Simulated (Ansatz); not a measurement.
KBr, h-MgO type, relaxed with r2SCAN in the plane-wave code Ansatz: the symmetry is P6_3/mmc (No. 194, hexagonal); a = 5.618 Å, c = 6.554 Å in the conventional setting, 44.78 Å³ an atom. K has 5 Br at 3.24–3.28 Å; Br has 5 K at 3.24–3.28 Å. The primitive cell holds 4 atoms in 179.14 Å³. The cell comes from a prototype generator: it can be a known phase or a hypothetical one. Spin polarisation is off.

Computed values: PBE gives a gap of 4.19 eV and PBE0 (25 % exact exchange) 6.02 eV; one over PBE's mean ε∞ is 0.457. HSE06 (6×6×4) gives a least gap of 5.30 eV, direct.

Problem. What is the density?

Solution. The cell holds 2 K, 2 Br: M = 2×39.098 + 2×79.904 = 238.00 u in V = 179.14 Å³. ρ = 1.66054 × M/V = 1.66054 × 238.00/179.14 = 2.206 g/cm³, for the static r2SCAN lattice.

Problem. Taking the gap as linear in the share of unscreened exchange, estimate the gap of the hybrid whose share is 1/ε∞.

Solution. The slope is (6.02 − 4.19)/0.25 = 7.32 eV per unit share, so E_g ≈ 4.19 + 7.32 × 0.457 = 7.54 eV. The run with that share gives 7.58 eV (6×6×4 mesh), +0.04 eV from the straight line.

Problem. At what wavelength does absorption set in by HSE06, excitons left aside?

Solution. λ = 1239.84 eV nm/E: 234 nm for the least gap. That lies in the ultraviolet, so by this gap the crystal is transparent to visible light.

The runs are scalar-relativistic, without spin-orbit coupling.

The meshes of the hybrids are coarse, so their gaps aren't converged to the digits shown.
